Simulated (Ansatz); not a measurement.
Results of PBE0 in Ansatz (plane waves, PAW) for cubic perovskite BaSnO₃.

The run printed, among other lines:

```
WARN output.stress: scf.exx.energy_threshold = 1e-6 eV is looser than the 5e-8 eV advised for a stress under a hybrid functional (1e-8 eV for each atom of the …
Crystal: 5 atoms, lattice volume = 69.731 Å³
Basis set: ecut = 460 eV, 1551 PW (Γ), exchange–correlation on 60×60×60 points (8 copies of the dense FFT grid, shifted against one another)
Bands: 26, of which v1, the nominal top of the filled ones, is band 21 counted from 1 (20 counted from 0)
Symmetry: 48 space group operations
Space group: Pm-3m (ITA 221), of the structure as read, at distance tolerance 4.1e-5 Å
k-points: 20 of 216
Functional: x = pbe(κ = 0.804, μ = 0.2195149727645171), c = pbe(β = 0.06672455060314922), warm-up for x = 0.75 pbe(κ = 0.804, μ = 0.2195149727645171) + 0.25 exact, c = pbe(β = 0.06672455060314922)
SCF iter   1: F=—  HF=-13679.447784 eV  |F-HF|=—  |Δ(HF+E_count)|=         —  Δρ=1.46e-3  dr2=9.14e-4
SCF iter   2: F=-13679.449947 eV  HF=-13679.449816 eV  |F-HF|=1.32e-4  |Δ(HF+E_count)|=   2.03e-3  Δρ=5.62e-4  dr2=6.37e-5
Crystal: 5 atoms, lattice volume = 69.731 Å³
Initial density: handed on by an earlier stage of this run
Functional: x = 0.75 pbe(κ = 0.804, μ = 0.2195149727645171) + 0.25 exact, c = pbe(β = 0.06672455060314922)
  ...
Crystal: 5 atoms, lattice volume = 69.731 Å³
SCF iter   4: F=—  HF=-13686.505454 eV  |F-HF|=—  |Δ(HF+E_count)|=   2.22e-7  Δρ=5.68e-6  dr2=1.42e-8
SCF iter   5: F=-13686.505454 eV  HF=-13686.505454 eV  |F-HF|=1.46e-11  |Δ(HF+E_count)|=   4.20e-9  Δρ=2.34e-7  dr2=2.56e-10
SCF 3 converged in 5 iterations: F = -13686.505454 eV  dr2 = 2.56e-10
Free energy (F): -13686.505454 eV
Internal energy: -13686.505454 eV  (E = F + TS)
E sigma→0 (E₀):  -13686.505454 eV
Fermi energy:    10.378371 eV
--- Forces (eV/Å), atoms counted from 1 ---
  atom   1  Ba    -0.00000000     0.00000000     0.00000000
  atom   2  Sn     0.00000000    -0.00000000    -0.00000000
  atom   3  O     -0.00000000    -0.00000000    -0.00000000
  atom   4  O      0.00000000     0.00000000     0.00000000
  atom   5  O      0.00000000    -0.00000000    -0.00000000
--- Stress (GPa, compression-positive) ---
        0.559737       0.000000       0.000000
        0.000000       0.559737      -0.000000
        0.000000      -0.000000       0.559737
  P = ⅓ Tr σ = 0.5597 GPa (5.597 kbar)
```

Problem. Write an input file that produces this run.

Solution. This is not unique; one that fits is 
Ansatz 0.2 input:
```yaml
crystal:
  lattice:
    - [4.116, 0.0, 0.0]
    - [0.0, 4.116, 0.0]
    - [0.0, 0.0, 4.116]
  atoms:
    - { symbol: Ba, position: [0.0, 0.0, 0.0] }
    - { symbol: Sn, position: [0.5, 0.5, 0.5] }
    - { symbol: O, position: [0.5, 0.0, 0.5] }
    - { symbol: O, position: [0.0, 0.5, 0.5] }
    - { symbol: O, position: [0.5, 0.5, 0.0] }
basis:
  ecutwfc: 460
  ecutrho_ratio: 4
  xc_grid: 2
kpoints:
  mp_grid: { grid: [6, 6, 6] }
hamiltonian:
  xc: pbe0
  dispersion: none
  pseudopotentials: { kind: paw }
scf:
  occupations: { method: fermi_dirac, width: 0.01 }
  convergence: { dr2_threshold: 0.0000000005 }
output:
  forces: true
  stress: true
  eigenvalues: true
```

The PAW data were made under PBE.

Note: cell and atoms aren't relaxed at this level (pressure 0.6 GPa).

The result took about 90 core-seconds (a rough figure).

Ansatz is a quantum-chemistry and plane-wave program.
